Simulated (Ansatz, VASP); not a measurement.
# PbSe (Clausthalite) in two plane-wave programs, part 2 of 2

Wanted: the spread between two codes on one cell, functional and k mesh.

VASP 6.6.1 and Ansatz 0.2.0.

So far: Set-up; VASP: band structure, r2SCAN0.

## 3. Ansatz: band structure, r2SCAN0

Level of this step: Ansatz beside VASP: Kohn-Sham DFT, plane waves, r2SCAN0 (Ansatz).

Ansatz runs on its default PAW (the set named soft_2) files.

The same cell, functional, mesh and smearing now go to Ansatz, which takes its cutoff from its data sets.

The input, input.yaml:

```yaml
crystal:
  lattice:
    - [0.0, 3.06065, 3.06065]
    - [3.06065, 0.0, 3.06065]
    - [3.06065, 3.06065, 0.0]
  atoms:
    - { symbol: Pb, position: [0.0, 0.0, 0.0] }
    - { symbol: Se, position: [0.5, 0.5, 0.5] }
hamiltonian:
  xc: r2scan0
  pseudopotentials: { kind: paw }
kpoints:
  mp_grid: { grid: [4, 4, 4] }
  band_path:
    path:
      - [0.0, 0.0, 0.0]
      - [0.5, 0.0, 0.5]
      - [0.5, 0.2, 0.7]
      - [0.4, 0.35, 0.75]
      - [0.15, 0.15, 0.3]
      - [0.2, 0.2, 0.2]
      - [0.5, 0.5, 0.5]
      - [0.55, 0.4, 0.55]
      - [0.6, 0.25, 0.65]
      - [0.5, 0.25, 0.75]
      - [0.5, 0.5, 0.5]
      - [0.375, 0.375, 0.75]
      - [0.5, 0.0, 0.5]
    npoints: 1
scf:
  occupations: { method: gaussian, width: 0.02 }
  n_extra_bands: 7
output:
  forces: true
  stress: true
  eigenvalues: true
```

The run is started by

```
$ ansatz run input.yaml --threads 4 --pin off --max-ram 9216MiB --backend cpu --events-out ev --progress --plain --runs-dir out
```

Numbers of over 12 decimals in the logs are rounded to 6 here.

The program printed:

```text
Warning: output.stress: scf.convergence.dr2_threshold = 1e-7 eV (the SCF's general default) is looser than the 2e-10 eV advised for a printed stress (1e-10 eV for each atom of the cell: 2). What an SCF threshold leaves in a stress goes as its square root, and in the free energy as the threshold itself, and one threshold admits the most on a small cell: [figures from the program's tests cut] Set scf.convergence.dr2_threshold to 2e-10 eV or tighter. The threshold is an SCF's pass mark: one that does not reach it within its budget of iterations ends unconverged, or closes short of it on a stop that the run arms, and scf.convergence.dr2_threshold's page says what that costs each kind of run
Warning: output.stress: scf.exx.energy_threshold = 1e-6 eV is looser than the 2e-8 eV advised for a stress under a hybrid functional (1e-8 eV for each atom of the cell: 2). Every SCF of the exchange loop can meet its threshold on dr2 while the loop round them stops early: no threshold on dr2 bounds what that leaves in the stress. Set scf.exx.energy_threshold to 2e-8 eV or tighter. The threshold is the loop's pass mark: a loop that does not reach it within its budget of cycles ends unconverged, and scf.exx.energy_threshold's page has the law
scf.n_extra_bands = 7 over 15 filled bands (N_el = 30.0): the run solves 22 bands
Engine: ansatz 0.2.0, aarch64-unknown-linux-gnu
Pseudopotentials: kind: paw
Pseudopotential: Pb, paw, valence charge 14, recommended cutoff 500 eV (meta_gga), Pb.paw.azcp
Pseudopotential: Se, paw, valence charge 16, recommended cutoff 500 eV (meta_gga), Se.paw.azcp
Functional definition: r2SCAN0
  parameter a = 0.25
  parameter k0 = 0.174
  parameter k1 = 0.065
  parameter a1 = 4.9479
  exchange = (1 - a)*r2scan_x(k0 = k0, k1 = k1, a1 = a1) + a*exact_x
  correlation = r2scan_c
Crystal: 2 atoms, lattice volume = 57.342 Å³
Basis set: ecut = 500 eV, 1459 PW (Γ), exchange–correlation on 128×128×128 points (64 copies of the dense FFT grid, shifted against one another)
Bands: 22, of which v1, the nominal top of the filled ones, is band 15 counted from 1 (14 counted from 0)
Symmetry: 48 space group operations
Space group: Fm-3m (ITA 225), of the structure as read, at distance tolerance 3.9e-5 Å
k-points: 8 of 64
Non-local potential: Pb, projectors of the file, l = 0: 2, l = 1: 2, l = 2: 2, l = 3: 2
Non-local potential: Se, projectors of the file, l = 0: 2, l = 1: 2, l = 2: 3, l = 3: 1
PAW form: soft (Blöchl's): semilocal exchange-correlation on the pseudo side does not see the compensation charge
PAW frozen core: Pb, regenerated for the run's functional, and the local potential with it (the file was generated under x = pbe(κ = 0.804, μ = 0.219515), c = pbe(β = 0.066725))
PAW frozen core: Se, regenerated for the run's functional, and the local potential with it (the file was generated under x = pbe(κ = 0.804, μ = 0.219515), c = pbe(β = 0.066725))
PAW one-centre angular grid: Pb, 590 points (default); XC on 160 Gauss nodes
PAW one-centre angular grid: Se, 590 points (default); XC on 160 Gauss nodes
Initial density: superposition of atomic densities (neutral atoms: chi_scale 0, normalization atom), corrected by the library's trained network
Initial wavefunctions: pseudopotential atomic-orbital guess
Functional: x = r2scan, c = r2scan; τ floored in thin density (d = 2e-4 eV/Å³), warm-up for x = 0.75 r2scan + 0.25 exact, c = r2scan; τ floored in thin density (d = 2e-4 eV/Å³)
SCF iter   1: F=—  HF=-17400.312958 eV  |F-HF|=—  |Δ(HF+E_count)|=         —  Δρ=5.95e-3  dr2=2.32e-2  dr2_τ=3.70e-3  ethr=1.77e-3  ⟨swp⟩=12.0  Hψ=829  notcnv=0
preconditioner: auto → none  [insulator: Δε(μ)=0.593 eV  Ē_g=18.821 eV  σ=0.020 eV  W_gap=1.00  n_scr=14 (ndim 8)  ℏωp=21.9 eV  f_vac=0.021  D(μ)=0.00/eV (n_scr^D=0)]
iter 2 solved again at ethr=4.12e-6 eV; its pass at ethr=7.75e-5 eV (dr2=1.24e-3 eV) is discarded
SCF iter   2: F=—  HF=-17400.314663 eV  |F-HF|=—  |Δ(HF+E_count)|=   1.70e-3  Δρ=1.83e-3  dr2=1.28e-3  dr2_τ=2.38e-4  ethr=4.12e-6  ⟨swp⟩=3.8  Hψ=863  notcnv=0  defer=3
SCF iter   3: F=—  HF=-17400.314744 eV  |F-HF|=—  |Δ(HF+E_count)|=   8.13e-5  Δρ=6.77e-4  dr2=3.11e-4  dr2_τ=1.28e-5  ethr=4.12e-6  ⟨swp⟩=3.2  Hψ=433  notcnv=0  defer=2
SCF iter   4: F=-17400.314766 eV  HF=-17400.314757 eV  |F-HF|=8.74e-6  |Δ(HF+E_count)|=   1.30e-5  Δρ=2.66e-4  dr2=2.19e-5  dr2_τ=1.39e-6  ethr=1.04e-6  ⟨swp⟩=3.2  Hψ=356  notcnv=0  defer=2
SCF 1 stopped early in 4 iterations: F = -17400.314766 eV  dr2 = 2.19e-5
  greatest PAW one-centre occupation: 1.000 electrons in one spin orbital (limit 2), on the Se atom at site 1 (counted from 0), in its partial waves of l = 2
Initial density: handed on by an earlier stage of this run
Initial wavefunctions: those handed on with the density
Functional: x = 0.75 r2scan + 0.25 exact, c = r2scan; τ floored in thin density (d = 2e-4 eV/Å³)
Frozen-core exchange: fock
SCF iter   1: F=—  HF=-17396.989932 eV  |F-HF|=—  |Δ(HF+E_count)|=         —  Δρ=3.16e-3  dr2=4.86e-3  dr2_τ=6.95e-5  ethr=7.30e-7  ⟨swp⟩=8.1  Hψ=878  notcnv=0
preconditioner: auto → none  [insulator: Δε(μ)=1.469 eV  Ē_g=21.160 eV  σ=0.020 eV  W_gap=1.00  n_scr=14 (ndim 8)  ℏωp=21.9 eV  f_vac=0.023  D(μ)=0.00/eV (n_scr^D=0)]
SCF iter   2: F=—  HF=-17396.987551 eV  |F-HF|=—  |Δ(HF+E_count)|=   2.38e-3  Δρ=1.14e-3  dr2=9.46e-4  dr2_τ=1.33e-5  ethr=7.30e-7  ⟨swp⟩=4.0  Hψ=537  notcnv=0
SCF iter   3: F=—  HF=-17396.992333 eV  |F-HF|=—  |Δ(HF+E_count)|=   4.78e-3  Δρ=6.54e-4  dr2=2.87e-4  dr2_τ=2.33e-6  ethr=7.30e-7  ⟨swp⟩=4.0  Hψ=578  notcnv=0
SCF iter   4: F=—  HF=-17396.992274 eV  |F-HF|=—  |Δ(HF+E_count)|=   5.88e-5  Δρ=1.29e-4  dr2=3.35e-5  dr2_τ=4.05e-7  ethr=7.30e-7  ⟨swp⟩=2.9  Hψ=337  notcnv=0
SCF iter   5: F=—  HF=-17396.992416 eV  |F-HF|=—  |Δ(HF+E_count)|=   1.42e-4  Δρ=1.24e-4  dr2=1.80e-5  dr2_τ=2.75e-7  ethr=1.64e-8  ⟨swp⟩=4.0  Hψ=449  notcnv=0
SCF iter   6: F=-17396.992411 eV  HF=-17396.992411 eV  |F-HF|=2.35e-7  |Δ(HF+E_count)|=   4.58e-6  Δρ=1.47e-5  dr2=2.57e-6  dr2_τ=1.42e-8  ethr=1.64e-8  ⟨swp⟩=3.8  Hψ=356  notcnv=0
SCF 2 stopped early in 6 iterations: F = -17396.992411 eV  dr2 = 2.57e-6
hybrid outer 1: dexx = +5.490e-3 eV, tail = 1.73e-5 eV
Frozen-core exchange: fock
SCF iter   1: F=—  HF=-17396.992460 eV  |F-HF|=—  |Δ(HF+E_count)|=         —  Δρ=4.40e-5  dr2=9.60e-7  dr2_τ=4.14e-8  ethr=2.89e-7  ⟨swp⟩=5.4  Hψ=421  notcnv=0
preconditioner: auto → none  [insulator: Δε(μ)=1.498 eV  Ē_g=21.155 eV  σ=0.020 eV  W_gap=1.00  n_scr=14 (ndim 8)  ℏωp=21.9 eV  f_vac=0.024  D(μ)=0.00/eV (n_scr^D=0)]
SCF iter   2: F=—  HF=-17396.992460 eV  |F-HF|=—  |Δ(HF+E_count)|=   1.33e-7  Δρ=1.33e-5  dr2=1.73e-7  dr2_τ=5.58e-9  ethr=2.76e-9  ⟨swp⟩=4.0  Hψ=477  notcnv=0
SCF iter   3: F=—  HF=-17396.992460 eV  |F-HF|=—  |Δ(HF+E_count)|=   5.06e-7  Δρ=8.20e-6  dr2=7.16e-8  dr2_τ=1.71e-9  ethr=1.99e-10  ⟨swp⟩=4.1  Hψ=463  notcnv=0  defer=1
SCF iter   4: F=-17396.992460 eV  HF=-17396.992460 eV  |F-HF|=1.62e-9  |Δ(HF+E_count)|=   1.62e-8  Δρ=1.05e-6  dr2=3.88e-9  dr2_τ=7.02e-11  ethr=1.85e-10  ⟨swp⟩=3.2  Hψ=326  notcnv=0
SCF 3 converged in 4 iterations: F = -17396.992460 eV  dr2 = 3.88e-9
  Residual-converged pass: ⟨swp⟩=3.4  Hψ=386  notcnv=0  max |occ|·‖R‖ = 2.4e-6 eV (tolerance 2.4e-6 eV)  dr2=3.83e-9  dr2_τ=7.78e-11  dr2_onsite=1.91e-9  max |Δocc| = 0.0e0
hybrid outer 2: dexx = +5.975e-7 eV, tail = 2.47e-8 eV, Δε = 2.05e-3 eV (about 9.74e-5 eV left of the loop's levels)
NSCF: frozen V_eff on 13 k-points
hybrid SCF converged: 2 outer / 10 inner (+4 warm-up), last move |dexx| = 5.97e-7 eV, tail = 2.47e-8 eV
Stability not checked: this state was not tested for a lower state beside it, because the functional holds exact exchange (a hybrid, or Hartree-Fock), whose exchange loop this test does not read (fock_operator; see scf.lower_state_search)
Free energy (F): -17396.992460 eV
Frozen-core exchange: fock
Harris-Foulkes:  -17396.992460 eV  (|F-HF|=1.62e-9)
Internal energy: -17396.992460 eV  (E = F + TS)
E sigma→0 (E₀):  -17396.992460 eV
Fermi energy:    9.106562 eV
--- Per-component energies (eV) ---
  E_band       = -523.210994
  E_kinetic    = 405.034221
  E_local      = -3530.612902  (includes V_loc(G=0)·N_el)
  E_nonlocal   = -245.533401
  E_hartree    = 1646.990768
  E_xc         = -237.964074
  E_vxc        = -192.394859  (∫ρ·V_xc dr)
  E_exx        = -112.064663  (= α·E_x^exact, valence–valence)
  E_paw        = -12309.835420  (= ΣΔE_a)
  E_vpaw       = -40.162079  (= ΣTr[D̂ρ^β])
  E_aug_tail   = -0.000180  (compensation charges beyond the density's cutoff)
  E_vtau       = 10.605845  (kinetic-family band-sum trace: ∫τ·v_τ [+ j·A + Jᵃ·Aᵃ] dr)
  E_ewald      = -3011.707258
  E_core_change = -1.299547  (= ΣΔE_core)
  E_smearing   = -0.000000  (= −TS)
  E_closure    = -0.000003  (closes the sum)
  Σ components = -17396.992460   (vs F -17396.992460, Δ=-3.64e-12)
--- Forces (eV/Å), atoms counted from 1 ---
  atom   1  Pb    -0.00000000    -0.00000000    -0.00000000
  atom   2  Se    -0.00000000    -0.00000000    -0.00000000
  max |Σ_I F_I| component: 3.69e-29 eV/Å
--- Stress (GPa, compression-positive) ---
        1.055973       0.000000      -0.000000
       -0.000000       1.055973       0.000000
        0.000000      -0.000000       1.055973
  P = ⅓ Tr σ = 1.0560 GPa (10.560 kbar)
--- Band table (eV; the first three rows and the last of 8) ---
  k-point 0: bands = [... 11 lower, 1.5573, 6.0002, 6.0002, 6.0002, 14.7254, 14.7254, 14.7254, 16.4765, ... 3 higher]
  k-point 1: bands = [... 11 lower, -0.0815, 6.1986, 6.1986, 7.2022, 11.8224, 12.6346, 12.6346, 16.4709, ... 3 higher]
  k-point 2: bands = [... 11 lower, -1.5842, 6.4652, 6.4652, 8.3574, 9.8557, 11.2766, 11.2766, 18.7060, ... 3 higher]
  k-point 7: bands = [... 11 lower, -0.6129, 3.3709, 3.3709, 7.3341, 11.5608, 14.9296, 14.9296, 17.8934, ... 3 higher]
```

Run time: 31 s. Hardware: 4 threads of Arm Neoverse V2, shared host; peak memory 1 GiB; 1.8 min of CPU time.

Reading the cycles: dr2 is the Hartree energy of the density residual (eV), the measure of convergence; HF is the Harris–Foulkes estimate of the energy, which meets the free energy F at convergence.

## 4. Differences

Known differences besides the potentials themselves: exact exchange at q = 0 is treated differently, which shows on coarse meshes; VASP keeps PBE cores, Ansatz makes them for the functional; the data sets hold 30 valence electrons in Ansatz (default PAW (the set named soft_2) files) and 20 in VASP; the cutoff is 500 eV in Ansatz and 400 eV in VASP; VASP takes a coarser grid for exact exchange (PRECFOCK = Fast). Total energies have different zeros and are not compared.

Compared:

```
                     quantity  Ansatz   VASP  difference
gap over the path points (eV)   1.498  1.498       0.000
```

Levels at points of the path, from each program's valence-band top (eV; 4 filled, then empty):

```
k (reciprocal lattice)                                  Ansatz                                    VASP
     0.000 0.000 0.000  -6.80 -2.36 -2.36 -2.36 6.37 6.37 6.37  -6.84 -2.37 -2.37 -2.37 6.39 6.39 6.39
     0.500 0.000 0.500  -8.17 -5.84 -3.87 -3.87 5.01 7.41 7.41  -8.16 -5.82 -3.87 -3.87 5.03 7.41 7.41
     0.500 0.200 0.700  -8.91 -5.26 -4.69 -1.42 3.68 6.14 6.98  -8.91 -5.25 -4.68 -1.41 3.67 6.14 6.98
     0.400 0.350 0.750  -9.00 -5.33 -3.64 -2.44 4.60 5.69 7.14  -8.99 -5.33 -3.63 -2.44 4.59 5.69 7.14
     0.150 0.150 0.300  -8.27 -3.14 -1.84 -0.83 3.09 3.88 5.75  -8.27 -3.14 -1.84 -0.83 3.10 3.89 5.75
     0.200 0.200 0.200  -7.97 -2.23 -2.23 -1.48 4.12 4.78 4.78  -7.97 -2.23 -2.23 -1.48 4.12 4.79 4.79
     0.500 0.500 0.500   -9.94 -1.89 -1.89 0.00 1.50 2.92 2.92   -9.95 -1.89 -1.89 0.00 1.50 2.93 2.93
     0.550 0.400 0.550  -9.74 -3.24 -2.30 -1.16 2.65 3.59 4.78  -9.75 -3.24 -2.30 -1.17 2.65 3.60 4.78
     0.600 0.250 0.650  -9.00 -5.33 -3.64 -2.44 4.60 5.69 7.14  -8.99 -5.33 -3.63 -2.44 4.59 5.69 7.14
     0.500 0.250 0.750  -8.97 -4.99 -4.99 -1.02 3.20 6.57 6.57  -8.97 -4.98 -4.98 -1.02 3.19 6.57 6.57
```

Among the levels compared at these points, filled levels agree within 38 meV and empty ones within 21 meV.

## 5. Summary of results

```
difference in gap over the path points (band structure, r2SCAN0) : 1.0e-4 eV
```

In words: The difference in gap over the path points is 1.0e-4 eV (band structure, r2SCAN0), within the 0.08 eV picked in this series as the mark of a large difference. How closely two codes agree says nothing of how well the functional describes the real material.

[Lines on the potential files, build, host, timing and source positions are cut from VASP's logs without a mark.]

[Logs are printed without paths, hosts, clocks, repeated set-up lines and the standing remarks that a program may print on its own settings, such as how far it seeks lower states.]

[Hosts, paths, dates, database ids (printed as entryN), source tags and the programs' standing remarks are cut or masked in the printed files.]
